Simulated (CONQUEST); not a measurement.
**ZnS (Wurtzite-4H): single point with PBE**

The system is ZnS (Wurtzite-4H).

```
Zn S
1.0
     3.82270    0.00000    0.00000
     0.00000    6.62111    0.00000
     0.00000    0.00000   12.52000
Zn S
8 8
Direct
  0.00000 0.33333 0.25000
  0.50000 0.83333 0.25000
  0.00000 0.66667 0.75000
  0.50000 0.16667 0.75000
  0.00000 0.00000 0.50000
  0.50000 0.50000 0.50000
  0.00000 0.00000 0.00000
  0.50000 0.50000 0.00000
  0.00000 0.33333 0.06250
  0.50000 0.83333 0.06250
  0.00000 0.66667 0.56250
  0.50000 0.16667 0.56250
  0.00000 0.00000 0.31250
  0.50000 0.50000 0.31250
  0.00000 0.00000 0.81250
  0.50000 0.50000 0.81250
```

* Program: CONQUEST 1.3
* Task: single point
* Functional: PBE
* Potentials or basis: PseudoDojo NC PBE, SZP, grid cutoff 120 Ha
* k mesh: 7 × 4 × 3
* Occupations: fermi-dirac, width 0.05 eV
* Spin: no spin polarisation

```json
{
 "Pressure": "4.7 GPa",
 "Largest force": "0.112 eV/Å",
 "Band gap on the k mesh": "2.50 eV",
 "Mulliken charges": "Zn +0.46, +0.47; S -0.46 e"
}
```

Forces on the atoms (eV/Å):
```
Zn   0.000 -0.111 -0.016
Zn   0.000 -0.111 -0.016
Zn   0.000  0.111 -0.016
Zn   0.000  0.111 -0.016
Zn   0.000 -0.004 -0.031
Zn   0.000 -0.004 -0.031
Zn   0.000  0.004 -0.031
Zn   0.000  0.004 -0.031
S    0.000  0.003 -0.009
S    0.000  0.003 -0.009
S    0.000 -0.003 -0.009
S    0.000 -0.003 -0.009
S    0.000  0.001  0.055
S    0.000  0.001  0.055
S    0.000 -0.001  0.055
S    0.000 -0.001  0.055
```

Stress tensor (GPa, compression positive):
```
4.90 0.00 0.00
0.00 4.61 0.00
0.00 0.00 4.60
```

Wall time 65 s on 1 thread of Intel(R) Xeon(R) 6975P-C (Granite Rapids), with other jobs on the host, peak memory 1.1 GiB.

The gap isn't set beside the measured one, since this odd mesh misses points on the zone boundary.

Caveat: the atomic basis is small; Mulliken charges move with the basis; an odd mesh through Γ misses points on the zone boundary, where band edges often lie; the basis of atomic orbitals isn't converged, which shifts pressures, moduli and gaps.
